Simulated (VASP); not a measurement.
Write the native input for VASP 6.6.1 that does the following.

| Property | Result |
| --- | --- |
| Task | single point |
| Functional | PBE |
| Dispersion | D3(BJ) |
| Potentials or basis | VASP PAW PBE potentials, release 64 (Pt, Se) |
| Cutoff | 520 eV |
| k mesh | 6 × 6 × 4 |
| Occupations | gaussian, width 0.1 eV |
| Spin | no spin polarisation |
| Dipole correction | no |
| Further INCAR settings | ALGO = Normal; EDIFF = 1e-06; NBANDS = 18 |

The structure of PtSe2 (Sudovikovite) lies in POSCAR:

```
PtSe2
1.0
    3.7240000000      0.0000000000      0.0000000000
   -1.8620000000      3.2250786037      0.0000000000
    0.0000000000      0.0000000000      5.0620000000
Pt Se
1 2
Direct
    0.0000000000      0.0000000000      0.0000000000
    0.3333333333      0.6666666667      0.2500000000
    0.6666666667      0.3333333333      0.7500000000
```

The input as run:

INCAR

```
SYSTEM = PtSe2
  ALGO = Normal
  EDIFF = 1E-6
  ENCUT = 520
  GGA = PE
  ISIF = 2
  ISMEAR = 0
  IVDW = 12
  LASPH = .True.
  LCHARG = .False.
  LREAL = .False.
  LWAVE = .False.
  NBANDS = 18
  NELM = 100
  PREC = Accurate
  SIGMA = 0.1
```

KPOINTS

```
k-points
0
Gamma
  6 6 4
  0 0 0
```

Potentials or basis: VASP PAW PBE potentials, release 64 (Pt, Se).

Command:

```console
$ cat potpaw_PBE.64/Pt/POTCAR potpaw_PBE.64/Se/POTCAR > POTCAR
$ mpirun -np 1 vasp_std > vasp.out
```

Results of the run:

The pressure is 3.5 GPa. The largest force is 0.609 eV/Å and the band gap on the k mesh is none (metal or under the smearing width). The dispersion energy per atom is -0.477 eV.

Caveat: pairwise dispersion overbinds metals, which lowers pressure and volume.

Run time: 18 s on 1 thread of Intel(R) Xeon(R) Platinum 8488C (Sapphire Rapids) (shared host), peak memory 0.2 GiB.
